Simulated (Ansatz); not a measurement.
# TiAl: energy and stress against strain

The task, for TiAl: see how energy and stress answer to the strain pattern (0, 1, 0, 0, 0, 0).

Computed with Ansatz 0.2.0 (DFT PBEsol, scalar-relativistic, plane waves, PAW, unless a step's input says otherwise).

### 1 The starting structure

Symmetry: P-6m2, No. 187, hexagonal system. Conventional cell: a = 2.867 Å, b = 2.867 Å, c = 4.678 Å, α = 90.00°, β = 90.00°, γ = 120.00°. Ti (site symmetry -6m2) is surrounded by 6 Al at 2.87 Å and 6 Ti at 2.87 Å. Al (site symmetry -6m2) is surrounded by 6 Ti at 2.87 Å and 6 Al at 2.87 Å.

Coordinates:

```cif
data_structure
_symmetry_space_group_name_H-M 'P 1'
_symmetry_Int_Tables_number 1
_cell_length_a 2.8673
_cell_length_b 2.8673
_cell_length_c 4.6781
_cell_angle_alpha 90.000
_cell_angle_beta 90.000
_cell_angle_gamma 120.000
_cell_volume 33.31
loop_
_atom_site_label
_atom_site_type_symbol
_atom_site_fract_x
_atom_site_fract_y
_atom_site_fract_z
_atom_site_occupancy
Ti1 Ti 0.00000 0.00000 0.00000 1
Al1 Al 0.33333 0.66667 0.50000 1
```

It goes back to an entry of the Materials Project, which need not be the stable form.

No relaxation comes first: the listed cell is the starting point.

### 2 The reference cell

The reference gives a free energy of -2998.9551 eV, pressure -2.84 GPa, largest force 0.000 eV/Å and gap on the mesh none (metal). It was computed beforehand with the settings of the runs below.

### 3 The scan: energy and stress against strain

The cell is strained by ε times the Voigt pattern (0, 1, 0, 0, 0, 0) (xx, yy, zz, yz, xz, xy; engineering shear), with fractional coordinates fixed (clamped ions). The stress on the pattern is the sum of the stress components weighted by it, tension positive.

### 4 Point ε = -0.0200

The input, input.yaml:

```yaml
crystal:
  lattice:
    - [2.8672622327, 0.0, 0.0]
    - [-1.4336311163, 2.4334594942, 0.0]
    - [0.0, 0.0, 4.678083]
  atoms:
    - { symbol: Ti, position: [0.0, 0.0, 0.0] }
    - { symbol: Al, position: [0.3333333333, 0.6666666667, 0.5] }
basis:
  ecutwfc: 420
kpoints:
  mp_grid: { grid: [18, 18, 10] }
hamiltonian:
  xc: pbesol
scf:
  occupations: { method: gaussian, width: 0.15 }
output:
  forces: true
  stress: true
  eigenvalues: true
```

The run is started by

```bash
$ ansatz run input.yaml --threads 1 --pin off --max-ram 2560MiB --backend cpu --events-out ev --progress --plain --runs-dir out
```

Output, shortened:

```text
Warning: RAYON_NUM_THREADS=1 ignored (pool sized by the plan → 1); use --threads N
[...]
Pseudopotentials: kind: paw
Pseudopotential: Ti, paw, valence charge 12, recommended cutoff 420 eV (normal), Ti.paw.azcp
Pseudopotential: Al, paw, valence charge 3, recommended cutoff 420 eV (normal), Al.paw.azcp
Functional definition: PBEsol
[...]
Crystal: 2 atoms, lattice volume = 32.641 Å³
Basis set: ecut = 420 eV, 635 PW (Γ), exchange–correlation on 40×40×64 points (8 copies of the dense FFT grid, shifted against one another)
Bands: 12, of which v1, the nominal top of the filled ones, is band 8 counted from 1 (7 counted from 0)
Symmetry: 4 space group operations
Space group: Amm2 (ITA 38), of the structure as read, at distance tolerance 3.2e-5 Å
k-points: 546 of 3240 (time reversal used)
[...]
SCF iter   1: F=—  HF=-2998.966253 eV  |F-HF|=—  |Δ(HF+E_count)|=         —  Δρ=9.23e-3  dr2=3.94e-2  ethr=1.77e-3  ⟨swp⟩=5.0  Hψ=33081  notcnv=0
[...]
SCF iter   6: F=-2998.958309 eV  HF=-2998.958309 eV  |F-HF|=5.02e-9  |Δ(HF+E_count)|=   3.36e-8  Δρ=5.79e-6  dr2=8.68e-9  ethr=6.67e-10  ⟨swp⟩=5.3  Hψ=27278  notcnv=0
[...]
SCF converged after 6 iterations
Free energy (F): -2998.958309 eV
[...]
E sigma→0 (E₀):  -2998.944945 eV
Entropy (-TS):   -0.026727 eV (-13.364 meV/atom)
Fermi energy:    10.636965 eV
[...]
--- Forces (eV/Å), atoms counted from 1 ---
  atom   1  Ti    -0.00000000    -0.06371120    -0.00000000
  atom   2  Al     0.00000000     0.06373613     0.00000000
[...]
--- Stress (GPa, compression-positive) ---
       -0.749344       0.000000      -0.000000
        0.000000       0.847949       0.000000
       -0.000000       0.000000      -2.574969
  P = ⅓ Tr σ = -0.8255 GPa (-8.255 kbar)
--- Band table (eV; the first three rows and the last of 546) ---
  k-point 0: bands = ["-45.5768", "-22.0169", "-21.5674", "-21.5458", "1.5942", "8.2668", "8.7133", "11.8125", "12.0813", "13.4721", "13.5324", "14.5146"]
[...]
```

Run time: 40 s. Hardware: 1 thread of Intel Xeon at 2.50GHz (Skylake/Cascade Lake), shared host; peak memory 0.56 GiB.

### 5 Point ε = 0.0150

Changes to input.yaml since step 4:

```diff
@@ -3,3 +3,3 @@
     - [2.8672622327, 0.0, 0.0]
-    - [-1.4336311163, 2.4334594942, 0.0]
+    - [-1.4336311163, 2.5203687618, 0.0]
     - [0.0, 0.0, 4.678083]
```

The run is started by

```bash
$ ansatz run input.yaml --threads 1 --pin off --max-ram 2560MiB --backend cpu --events-out ev --progress --plain --runs-dir out
```

Output, shortened:

```text
[...]
SCF converged after 6 iterations
Free energy (F): -2998.944108 eV
[...]
E sigma→0 (E₀):  -2998.929769 eV
Entropy (-TS):   -0.028680 eV (-14.340 meV/atom)
Fermi energy:    10.166355 eV
[...]
--- Forces (eV/Å), atoms counted from 1 ---
  atom   1  Ti     0.00000000     0.04161594     0.00000000
  atom   2  Al    -0.00000000    -0.04162089     0.00000000
[...]
--- Stress (GPa, compression-positive) ---
       -3.395008      -0.000000       0.000000
       -0.000000      -4.638325       0.000000
        0.000000       0.000000      -4.647125
  P = ⅓ Tr σ = -4.2268 GPa (-42.268 kbar)
--- Band table (eV; the first three rows and the last of 546) ---
  k-point 0: bands = ["-46.1298", "-22.5605", "-22.1661", "-22.1497", "1.3372", "7.9106", "8.4087", "11.3306", "11.5166", "12.8412", "12.8871", "14.0797"]
[...]
```

Wall time 40 s (1 thread of Intel Xeon at 2.50GHz (Skylake/Cascade Lake), shared host); peak memory 0.57 GiB.

### 6 Point ε = -0.0100

Changes to input.yaml since step 5:

```diff
@@ -3,3 +3,3 @@
     - [2.8672622327, 0.0, 0.0]
-    - [-1.4336311163, 2.5203687618, 0.0]
+    - [-1.4336311163, 2.4582907135, 0.0]
     - [0.0, 0.0, 4.678083]
```

The run is started by

```bash
$ ansatz run input.yaml --threads 1 --pin off --max-ram 2560MiB --backend cpu --events-out ev --progress --plain --runs-dir out
```

Output, shortened:

```text
[...]
SCF converged after 6 iterations
Free energy (F): -2998.958367 eV
[...]
E sigma→0 (E₀):  -2998.944719 eV
Entropy (-TS):   -0.027296 eV (-13.648 meV/atom)
Fermi energy:    10.496615 eV
[...]
--- Forces (eV/Å), atoms counted from 1 ---
  atom   1  Ti    -0.00000000    -0.03063015     0.00000000
  atom   2  Al     0.00000000     0.03064258     0.00000000
[...]
--- Stress (GPa, compression-positive) ---
       -1.605071       0.000000       0.000000
        0.000000      -0.784295       0.000000
        0.000000       0.000000      -3.182139
  P = ⅓ Tr σ = -1.8572 GPa (-18.572 kbar)
--- Band table (eV; the first three rows and the last of 546) ---
  k-point 0: bands = ["-45.7391", "-22.1765", "-21.7394", "-21.7286", "1.5192", "8.1613", "8.6241", "11.7272", "11.8585", "13.2994", "13.3296", "14.3885"]
[...]
```

Wall time 40 s (1 thread of Intel Xeon at 2.50GHz (Skylake/Cascade Lake), shared host); peak memory 0.57 GiB.

### 7 Point ε = 0.0050

Changes to input.yaml since step 6:

```diff
@@ -3,3 +3,3 @@
     - [2.8672622327, 0.0, 0.0]
-    - [-1.4336311163, 2.4582907135, 0.0]
+    - [-1.4336311163, 2.4955375425, 0.0]
     - [0.0, 0.0, 4.678083]
```

The run is started by

```bash
$ ansatz run input.yaml --threads 1 --pin off --max-ram 2560MiB --backend cpu --events-out ev --progress --plain --runs-dir out
```

Output, shortened:

```text
[...]
SCF converged after 6 iterations
Free energy (F): -2998.952210 eV
[...]
E sigma→0 (E₀):  -2998.938139 eV
Entropy (-TS):   -0.028143 eV (-14.072 meV/atom)
Fermi energy:    10.295277 eV
[...]
--- Forces (eV/Å), atoms counted from 1 ---
  atom   1  Ti     0.00000000     0.01442893    -0.00000000
  atom   2  Al    -0.00000000    -0.01443703    -0.00000000
[...]
--- Stress (GPa, compression-positive) ---
       -2.728225      -0.000000      -0.000000
       -0.000000      -3.143832       0.000000
       -0.000000       0.000000      -4.073469
  P = ⅓ Tr σ = -3.3152 GPa (-33.152 kbar)
--- Band table (eV; the first three rows and the last of 546) ---
  k-point 0: bands = ["-45.9759", "-22.4092", "-21.9942", "-21.9887", "1.4090", "8.0088", "8.4935", "11.5371", "11.6005", "13.0336", "13.0488", "14.2022"]
[...]
```

Wall time 39 s (1 thread of Intel Xeon at 2.50GHz (Skylake/Cascade Lake), shared host); peak memory 0.57 GiB.

### 8 Point ε = 0.0200

Changes to input.yaml since step 7:

```diff
@@ -3,3 +3,3 @@
     - [2.8672622327, 0.0, 0.0]
-    - [-1.4336311163, 2.4955375425, 0.0]
+    - [-1.4336311163, 2.5327843715, 0.0]
     - [0.0, 0.0, 4.678083]
@@ -20 +20,5 @@
   eigenvalues: true
+  write_density: true
+  write_potential: true
+  elf: true
+  volumetric_format: npy
```

The run is started by

```bash
$ ansatz run input.yaml --threads 1 --pin off --max-ram 2560MiB --backend cpu --events-out ev --progress --plain --runs-dir out
```

Output, shortened:

```text
[...]
SCF converged after 6 iterations
Free energy (F): -2998.938912 eV
[...]
E sigma→0 (E₀):  -2998.924448 eV
Entropy (-TS):   -0.028929 eV (-14.464 meV/atom)
Fermi energy:    10.103349 eV
[...]
--- Forces (eV/Å), atoms counted from 1 ---
  atom   1  Ti     0.00000000     0.05437194     0.00000000
  atom   2  Al    -0.00000000    -0.05438624     0.00000000
[...]
--- Stress (GPa, compression-positive) ---
       -3.707880      -0.000000       0.000000
       -0.000000      -5.360319       0.000000
        0.000000       0.000000      -4.925988
  P = ⅓ Tr σ = -4.6647 GPa (-46.647 kbar)
--- Band table (eV; the first three rows and the last of 546) ---
  k-point 0: bands = ["-46.2055", "-22.6350", "-22.2506", "-22.2286", "1.3018", "7.8625", "8.3669", "11.2295", "11.4747", "12.7465", "12.8077", "14.0190"]
[...]
```

Run time: 53 s. Hardware: 1 thread of Intel Xeon at 2.50GHz (Skylake/Cascade Lake), shared host; peak memory 0.56 GiB.

Axes a, b and c in the maps are those of this run's conventional cell (a, b, c = 4.678, 2.867, 5.066 Å).

Density in a lattice plane of the grid's cell (edges 4.68 and 5.07 Å, at 0.000 of the third edge), which holds Ti and Al.

Values in e/Å³, 12 rows by 12 columns:
```
 6.86  3.96  0.61  0.19  0.18  0.19  0.20  0.19  0.18  0.19  0.61  3.96
 0.98  0.54  0.21  0.16  0.17  0.18  0.19  0.18  0.17  0.16  0.21  0.54
 0.22  0.19  0.15  0.14  0.15  0.16  0.16  0.16  0.15  0.14  0.15  0.19
 0.19  0.17  0.15  0.14  0.14  0.14  0.15  0.14  0.14  0.14  0.15  0.17
 0.20  0.18  0.15  0.15  0.15  0.16  0.17  0.16  0.15  0.15  0.15  0.18
 0.21  0.20  0.18  0.18  0.20  0.19  0.18  0.19  0.20  0.18  0.18  0.20
 0.22  0.21  0.21  0.23  0.23  0.13  0.08  0.13  0.23  0.23  0.21  0.21
 0.22  0.21  0.22  0.25  0.23  0.09  0.06  0.09  0.23  0.25  0.22  0.21
 0.24  0.22  0.21  0.23  0.23  0.13  0.09  0.13  0.23  0.23  0.21  0.22
 0.99  0.55  0.24  0.20  0.21  0.21  0.20  0.21  0.21  0.20  0.24  0.55
 6.83  3.96  0.61  0.19  0.18  0.20  0.20  0.20  0.18  0.19  0.61  3.96
10.20  7.52  1.27  0.22  0.18  0.19  0.19  0.19  0.18  0.22  1.27  7.52
```
Columns run along the first of these edges and rows up along the second, over one cell in 12 and 12 even steps from the bottom left corner. Atoms in the plane (fractional): Ti at (0.00, 0.00), Al at (0.50, 0.33).

ELF in the same plane.

Ten even steps from ' ' (0.00) to '@' (0.83):
```
::==##**--..::==**##########**==::..--**##==
####**==....--++**##########**++--....==**##
**++--....::--++****######****++--::....--++
::::....::--==++++**********++++==--::....::
--------====++++++++++++++++++++++====------
**++++++++++++++==============++++++++++++++
******++++++++++==============++++++++++****
++++++++++++++++++++======++++++++++++++++++
------==++++******++++++++++******++++==----
------==++**######**======**######**++==----
--====++##%%%%%%**--......--**%%%%%%##++====
++++**##%%@@@@%%==..  ..  ..==%%@@@@%%##**++
######%%@@@@@@%%--  ::--::  --%%@@@@@@%%####
****##%%@@@@@@%%==  ..::..  ==%%@@@@@@%%##**
----==++##%%@@%%++..      ..++%%@@%%##++==--
::::..::--++######++------++######++--::..::
++++--....::++**##############**++::....--++
**##**==....--++**##########**++--....==**##
::==####--..::==**##########**==::..--####==
  ..**##==::::==**##########**==::::==##**..
```
Columns run along the first of these edges and rows up along the second, over one cell in 22 and 20 even steps from the bottom left corner. Atoms in the plane (fractional): Ti at (0.00, 0.00), Al at (0.50, 0.33).

Both are smooth fields of the valence electrons: close to the nuclei they are not physical.

Maxima of ELF outside the ion cores: 0.84 beside Al, off the lines to its neighbours, 1.2 Å from Al; 0.55 between the atoms, 1.6 Å from Ti.

### 9 At ε = -0.0150

Changes to input.yaml since step 8:

```diff
@@ -3,3 +3,3 @@
     - [2.8672622327, 0.0, 0.0]
-    - [-1.4336311163, 2.5327843715, 0.0]
+    - [-1.4336311163, 2.4458751038, 0.0]
     - [0.0, 0.0, 4.678083]
@@ -20,5 +20 @@
   eigenvalues: true
-  write_density: true
-  write_potential: true
-  elf: true
-  volumetric_format: npy
```

The run is started by

```bash
$ ansatz run input.yaml --threads 1 --pin off --max-ram 2560MiB --backend cpu --events-out ev --progress --plain --runs-dir out
```

Output, shortened:

```text
Warning: RAYON_NUM_THREADS=1 ignored (pool sized by the plan → 1); use --threads N
[...]
[... 4 set-up lines as earlier in the session ...]
[...]
Crystal: 2 atoms, lattice volume = 32.807 Å³
Basis set: ecut = 420 eV, 635 PW (Γ), exchange–correlation on 40×40×64 points (8 copies of the dense FFT grid, shifted against one another)
Bands: 12, of which v1, the nominal top of the filled ones, is band 8 counted from 1 (7 counted from 0)
[... 2 set-up lines as earlier in the session ...]
k-points: 546 of 3240 (time reversal used)
[...]
SCF iter   1: F=—  HF=-2998.966581 eV  |F-HF|=—  |Δ(HF+E_count)|=         —  Δρ=9.16e-3  dr2=3.85e-2  ethr=1.77e-3  ⟨swp⟩=5.0  Hψ=33051  notcnv=0
[...]
SCF iter   6: F=-2998.958763 eV  HF=-2998.958763 eV  |F-HF|=5.34e-9  |Δ(HF+E_count)|=   3.58e-8  Δρ=5.40e-6  dr2=8.65e-9  ethr=6.67e-10  ⟨swp⟩=5.3  Hψ=27303  notcnv=0
[...]
SCF converged after 6 iterations
Free energy (F): -2998.958763 eV
[...]
E sigma→0 (E₀):  -2998.945255 eV
Entropy (-TS):   -0.027016 eV (-13.508 meV/atom)
Fermi energy:    10.566125 eV
[...]
--- Forces (eV/Å), atoms counted from 1 ---
  atom   1  Ti    -0.00000000    -0.04686061     0.00000000
  atom   2  Al     0.00000000     0.04688119     0.00000000
[...]
--- Stress (GPa, compression-positive) ---
       -1.189525       0.000000       0.000000
        0.000000       0.027466       0.000000
        0.000000       0.000000      -2.879389
  P = ⅓ Tr σ = -1.3471 GPa (-13.471 kbar)
--- Band table (eV; the first three rows and the last of 546) ---
  k-point 0: bands = ["-45.6584", "-22.0972", "-21.6541", "-21.6378", "1.5566", "8.2136", "8.6685", "11.7698", "11.9691", "13.3851", "13.4305", "14.4513"]
[...]
```

It took 35 s on 1 thread of Intel Xeon at 2.50GHz (Skylake/Cascade Lake), shared host; peak memory 0.57 GiB.

### 10 ε = 0.0100

Changes to input.yaml since step 9:

```diff
@@ -3,3 +3,3 @@
     - [2.8672622327, 0.0, 0.0]
-    - [-1.4336311163, 2.4458751038, 0.0]
+    - [-1.4336311163, 2.5079531522, 0.0]
     - [0.0, 0.0, 4.678083]
```

The run is started by

```bash
$ ansatz run input.yaml --threads 1 --pin off --max-ram 2560MiB --backend cpu --events-out ev --progress --plain --runs-dir out
```

Output, shortened:

```text
Warning: RAYON_NUM_THREADS=1 ignored (pool sized by the plan → 1); use --threads N
[...]
[... 4 set-up lines as earlier in the session ...]
[...]
Crystal: 2 atoms, lattice volume = 33.640 Å³
Basis set: ecut = 420 eV, 663 PW (Γ), exchange–correlation on 40×40×64 points (8 copies of the dense FFT grid, shifted against one another)
Bands: 12, of which v1, the nominal top of the filled ones, is band 8 counted from 1 (7 counted from 0)
[... 2 set-up lines as earlier in the session ...]
k-points: 546 of 3240 (time reversal used)
[...]
SCF iter   1: F=—  HF=-2998.955642 eV  |F-HF|=—  |Δ(HF+E_count)|=         —  Δρ=8.79e-3  dr2=3.40e-2  ethr=1.77e-3  ⟨swp⟩=5.0  Hψ=32937  notcnv=0
[...]
SCF iter   6: F=-2998.948548 eV  HF=-2998.948548 eV  |F-HF|=5.52e-9  |Δ(HF+E_count)|=   3.15e-8  Δρ=4.92e-6  dr2=8.77e-9  ethr=6.67e-10  ⟨swp⟩=5.2  Hψ=27575  notcnv=0
[...]
SCF converged after 6 iterations
Free energy (F): -2998.948548 eV
[...]
E sigma→0 (E₀):  -2998.934339 eV
Entropy (-TS):   -0.028418 eV (-14.209 meV/atom)
Fermi energy:    10.230320 eV
[...]
--- Forces (eV/Å), atoms counted from 1 ---
  atom   1  Ti     0.00000000     0.02829898     0.00000000
  atom   2  Al    -0.00000000    -0.02830618     0.00000000
[...]
--- Stress (GPa, compression-positive) ---
       -3.068822      -0.000000       0.000000
       -0.000000      -3.899429       0.000000
        0.000000       0.000000      -4.362857
  P = ⅓ Tr σ = -3.7770 GPa (-37.770 kbar)
--- Band table (eV; the first three rows and the last of 546) ---
  k-point 0: bands = ["-46.0532", "-22.4852", "-22.0806", "-22.0697", "1.3730", "7.9594", "8.4509", "11.4331", "11.5585", "12.9369", "12.9674", "14.1408"]
[...]
```

It took 37 s on 1 thread of Intel Xeon at 2.50GHz (Skylake/Cascade Lake), shared host; peak memory 0.57 GiB.

### 11 At ε = -0.0050

Changes to input.yaml since step 10:

```diff
@@ -3,3 +3,3 @@
     - [2.8672622327, 0.0, 0.0]
-    - [-1.4336311163, 2.5079531522, 0.0]
+    - [-1.4336311163, 2.4707063232, 0.0]
     - [0.0, 0.0, 4.678083]
```

The run is started by

```bash
$ ansatz run input.yaml --threads 1 --pin off --max-ram 2560MiB --backend cpu --events-out ev --progress --plain --runs-dir out
```

Output, shortened:

```text
[...]
SCF converged after 6 iterations
Free energy (F): -2998.957136 eV
[...]
E sigma→0 (E₀):  -2998.943347 eV
Entropy (-TS):   -0.027577 eV (-13.789 meV/atom)
Fermi energy:    10.428360 eV
[...]
--- Forces (eV/Å), atoms counted from 1 ---
  atom   1  Ti    -0.00000000    -0.01500633    -0.00000000
  atom   2  Al     0.00000000     0.01501939    -0.00000000
[...]
--- Stress (GPa, compression-positive) ---
       -1.998268       0.000000       0.000000
        0.000000      -1.584752      -0.000000
        0.000000      -0.000000      -3.482393
  P = ⅓ Tr σ = -2.3551 GPa (-23.551 kbar)
--- Band table (eV; the first three rows and the last of 546) ---
  k-point 0: bands = ["-45.8189", "-22.2549", "-21.8236", "-21.8182", "1.4822", "8.1097", "8.5801", "11.6848", "11.7498", "13.2147", "13.2299", "14.3260"]
[...]
```

Run time: 40 s. Hardware: 1 thread of Intel Xeon at 2.50GHz (Skylake/Cascade Lake), shared host; peak memory 0.57 GiB.

### 12 Point ε = 0.0175

Changes to input.yaml since step 11:

```diff
@@ -3,3 +3,3 @@
     - [2.8672622327, 0.0, 0.0]
-    - [-1.4336311163, 2.4707063232, 0.0]
+    - [-1.4336311163, 2.5265765667, 0.0]
     - [0.0, 0.0, 4.678083]
```

The run is started by

```bash
$ ansatz run input.yaml --threads 1 --pin off --max-ram 2560MiB --backend cpu --events-out ev --progress --plain --runs-dir out
```

Output, shortened:

```text
Warning: RAYON_NUM_THREADS=1 ignored (pool sized by the plan → 1); use --threads N
[...]
[... 4 set-up lines as earlier in the session ...]
[...]
Crystal: 2 atoms, lattice volume = 33.890 Å³
Basis set: ecut = 420 eV, 671 PW (Γ), exchange–correlation on 40×40×64 points (8 copies of the dense FFT grid, shifted against one another)
Bands: 12, of which v1, the nominal top of the filled ones, is band 8 counted from 1 (7 counted from 0)
[... 2 set-up lines as earlier in the session ...]
k-points: 546 of 3240 (time reversal used)
[...]
SCF iter   1: F=—  HF=-2998.948495 eV  |F-HF|=—  |Δ(HF+E_count)|=         —  Δρ=8.69e-3  dr2=3.29e-2  ethr=1.77e-3  ⟨swp⟩=5.0  Hψ=32987  notcnv=0
[...]
SCF iter   6: F=-2998.941604 eV  HF=-2998.941604 eV  |F-HF|=3.82e-9  |Δ(HF+E_count)|=   3.80e-8  Δρ=4.83e-6  dr2=6.77e-9  ethr=6.67e-10  ⟨swp⟩=5.2  Hψ=27709  notcnv=0
[...]
SCF converged after 6 iterations
Free energy (F): -2998.941604 eV
[...]
E sigma→0 (E₀):  -2998.927201 eV
Entropy (-TS):   -0.028806 eV (-14.403 meV/atom)
Fermi energy:    10.134734 eV
[...]
--- Forces (eV/Å), atoms counted from 1 ---
  atom   1  Ti     0.00000000     0.04806458     0.00000000
  atom   2  Al    -0.00000000    -0.04807247     0.00000000
[...]
--- Stress (GPa, compression-positive) ---
       -3.553070      -0.000000       0.000000
       -0.000000      -5.001428       0.000000
        0.000000       0.000000      -4.787196
  P = ⅓ Tr σ = -4.4472 GPa (-44.472 kbar)
--- Band table (eV; the first three rows and the last of 546) ---
  k-point 0: bands = ["-46.1677", "-22.5978", "-22.2085", "-22.1893", "1.3195", "7.8865", "8.3877", "11.2799", "11.4956", "12.7937", "12.8473", "14.0493"]
[...]
```

Run time: 35 s. Hardware: 1 thread of Intel Xeon at 2.50GHz (Skylake/Cascade Lake), shared host; peak memory 0.58 GiB.

### 13 Results of the scan

Collected from the runs (energy zero: the undisturbed cell):

| ε | ΔE (meV/atom) | stress on the pattern (GPa) | pressure (GPa) |
| --- | --- | --- | --- |
| -0.0200 | -1.6 | -0.85 | -0.8 |
| -0.0150 | -1.8 | -0.03 | -1.3 |
| -0.0100 | -1.6 | 0.78 | -1.9 |
| -0.0050 | -1.0 | 1.58 | -2.4 |
| 0.0000 | 0.0 | 2.37 | -2.8 |
| 0.0050 | 1.4 | 3.14 | -3.3 |
| 0.0100 | 3.3 | 3.90 | -3.8 |
| 0.0150 | 5.5 | 4.64 | -4.2 |
| 0.0175 | 6.7 | 5.00 | -4.4 |
| 0.0200 | 8.1 | 5.36 | -4.7 |

### 14 Results

| quantity | value |
| --- | --- |
| slope of the stress at ε = 0, over ±0.0050 | 156 GPa |

In words: From the stress slope, C22 is about 156 GPa with the ions clamped; letting the atoms relax could not make it stiffer. The reference stands under -2.8 GPa, so this is no zero-stress constant. The undisturbed cell is not the lowest point: the energy is 1.8 meV/atom lower at ε = -0.0150; the cell was taken as given and not relaxed at this level.
